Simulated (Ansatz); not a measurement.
# TaSi2: the cost of one run

Method: DFT, levels as named, plane waves, PAW, in Ansatz 0.2.0.

## (1) The starting structure

The structure is hexagonal, space group P6_422 (No. 181). Conventional cell: a = 4.784 Å, b = 4.784 Å, c = 6.570 Å, α = 90.00°, β = 90.00°, γ = 120.00°. Ta (site symmetry 222) has 10 Si at 2.61 to 2.83 Å as nearest neighbours. Around Si (site symmetry 2) lie 5 Si at 2.56 to 2.83 Å and 5 Ta at 2.61 to 2.83 Å.

Structure file:

```cif
data_structure
_symmetry_space_group_name_H-M 'P6_422'
_symmetry_Int_Tables_number 181
_cell_length_a 4.7839
_cell_length_b 4.7839
_cell_length_c 6.5700
_cell_angle_alpha 90.000
_cell_angle_beta 90.000
_cell_angle_gamma 120.000
_cell_volume 130.21
loop_
_atom_site_label
_atom_site_type_symbol
_atom_site_symmetry_multiplicity
_atom_site_Wyckoff_symbol
_atom_site_fract_x
_atom_site_fract_y
_atom_site_fract_z
_atom_site_occupancy
Ta1 Ta 3 c 0.50000 0.00000 0.00000 1
Si1 Si 6 i 0.15897 0.31794 0.00000 1
```

## (2) PBE: cell and atoms

Contents of input.yaml:

```yaml
crystal:
  lattice:
    - [4.7839, 0.0, 0.0]
    - [-2.39195, 4.14297893, 0.0]
    - [0.0, 0.0, 6.57]
  atoms:
    - { symbol: Ta, position: [0.5, 0.0, 0.0] }
    - { symbol: Ta, position: [0.5, 0.5, 0.66666667] }
    - { symbol: Ta, position: [0.0, 0.5, 0.33333333] }
    - { symbol: Si, position: [0.15897, 0.31794, 0.0] }
    - { symbol: Si, position: [0.84103, 0.15897, 0.66666667] }
    - { symbol: Si, position: [0.68206, 0.84103, 0.33333333] }
    - { symbol: Si, position: [0.84103, 0.68206, 0.0] }
    - { symbol: Si, position: [0.15897, 0.84103, 0.66666667] }
    - { symbol: Si, position: [0.31794, 0.15897, 0.33333333] }
  symmetry: { tolerance: 0.0003 }
hamiltonian:
  xc: pbe
  pseudopotentials: { kind: paw, azcp: { folder: soft_1 } }
basis:
  ecutwfc: 420
magnetization:
  spin_polarized: false
scf:
  occupations: { method: fermi_dirac, width: 0.1 }
kpoints:
  mp_grid: { grid: [8, 8, 5], shift: [0, 0, 0] }
output:
  forces: true
  stress: true
  eigenvalues: true
relax:
  max_steps: 60
  cell: {}
```

On the command line:

```sh
$ ansatz run input.yaml --threads 4 --pin off --max-ram 10240MiB --backend cpu --events-out ev --progress --plain --runs-dir out
```

**Question.** How long does this run take on 4 threads of Intel Xeon 6975P-C (Granite Rapids), shared host, and how much memory does it need?

About 11 s, with a peak of 0.52 GiB.
